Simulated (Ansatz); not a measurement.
## CoO: equation of state with PBEsol

Crystal: CoO.

```
Co O
1.0
     3.19765    0.00000    0.00000
    -1.59882    2.76924    0.00000
     0.00000    0.00000    5.22871
Co O
2 2
Direct
  0.33333 0.66667 0.50336
  0.00000 0.00000 0.00347
  0.33333 0.66667 0.87156
  0.00000 0.00000 0.37161
```

Measurements of this composition are mostly on another form, of space group No. 225.

| Property | Result |
| --- | --- |
| Program | Ansatz 0.2.0 |
| Task | equation of state |
| Functional | PBEsol |
| Potentials or basis | all-electron LAPW, scalar-relativistic |
| Basis error allowed | 0.002 eV/atom |
| k mesh | 10 × 10 × 5 |
| Occupations | fermi-dirac, width 0.05 eV |
| Spin | collinear spin, ferromagnetic start |
| Starting moments | [2.0, 2.0, 0.0, 0.0] μB |

| Property | Result |
| --- | --- |
| Equilibrium volume | 10.66 Å³/atom (rough: see the caveat) |
| Bulk modulus at fixed shape and positions | 134 GPa (rough) |

Energy against volume, from the lowest point:
| volume (Å³/atom) | energy (meV/atom) |
| --- | --- |
| 10.881 | 0.00 |
| 11.112 | 5.71 |
| 11.344 | 14.93 |
| 11.575 | 27.35 |
| 11.807 | 42.68 |
| 12.038 | 60.66 |
| 12.270 | 81.10 |

All runs of the series together: 11 min on 4 threads of Intel(R) Xeon(R) Processor @ 2.70GHz, on a shared host.

Caveat: the minimum lies outside the volumes run; the cell was scaled at fixed shape and fractional positions, which overstates the stiffness of a crystal with free parameters, most of all of layers and chains; the starting moments weren't kept.
